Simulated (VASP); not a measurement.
Set up this calculation in VASP 6.6.1, as the native input.

```
Task                   : single point
Functional             : PBE
Potentials or basis    : VASP PAW PBE potentials, release 64 (B, N)
Cutoff                 : 520 eV
k mesh                 : 1 × 1 × 23
Occupations            : gaussian, width 0.05 eV
Spin                   : collinear spin, typed start
Starting moments       : [0.5, 0.5] μB
Dipole correction      : no
Further INCAR settings : ALGO = Normal; EDIFF = 1e-07; NBANDS = 15
```

The structure of BN lies in POSCAR:

```
BN
1.0
    9.0000000000      0.0000000000      0.0000000000
    0.0000000000      9.3000000000      0.0000000000
    0.0000000000      0.0000000000      2.6221377630
B N
1 1
Direct
    0.5000000000      0.5000000000     -0.0175002036
    0.5000000000      0.5000000000      0.4825002036
```

The input as run:

INCAR

```
  PREC = Accurate
  ENCUT = 520
  EDIFF = 1E-7
  ISMEAR = 0
  SIGMA = 0.05
  LREAL = F
  LASPH = T
  NELM = 150
  ALGO = Normal
  ISIF = 2
  LWAVE = F
  LCHARG = T
  ISPIN = 2
  MAGMOM = 0.5 0.5
  LORBIT = 11
  GGA = PE
  LELF = T
  LVHAR = T
  NBANDS = 15
```

KPOINTS

```
regular mesh
0
Gamma
  1 1 23
```

Potentials or basis: VASP PAW PBE potentials, release 64 (B, N).

Run with:

```sh
$ cat potpaw_PBE.64/B/POTCAR potpaw_PBE.64/N/POTCAR > POTCAR
$ mpirun -np 1 vasp_std > vasp.out
```

Results of the run:

```json
{
 "Band gap on the k mesh": "4.04 eV, direct",
 "Net moment": "0.00 μB per cell",
 "Valence electrons inside the program's atomic spheres": "B 2.23; N 4.01"
}
```

Run time: 56 s on 1 thread of Intel(R) Xeon(R) 6975P-C (Granite Rapids), with other jobs on the host, peak memory 0.39 GiB.
